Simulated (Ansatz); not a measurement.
**Ti2C: how the free axis answers a strain**

Ti2C, R-3m, a = 3.053 Å, c = 14.318 Å. The structure is a Materials Project entry; whether it is the stable form wasn't checked. Ansatz: PBEsol, PAW, 420 eV, Γ-centred 12×12×4 mesh on 9 atoms, Gaussian smearing 0.10 eV; no spin polarisation. Series: biaxial strain in the a-b plane, c and atoms relaxed; x is the strain in per cent. y is the change of c in per cent of 14.318 Å.

```tsv
x (%)	y (%)
-3.0	1.87
-2.0	?
-1.0	0.60
0.0	0.00
1.0	-0.58
2.0	-1.16
3.0	-1.76
```

Problem. Fit y = c1 x + c2 x² to the other rows, say what c1 measures, and predict the missing y.

Solution. Least squares on the rows shown. y = −0.6018 x + 0.006579 x². With no stress along c, c1 = −2C13/C33 = -0.602. At x = -2.0 the fit asked for gives 1.23 %. The run gave 1.23 %, the same to the digits shown.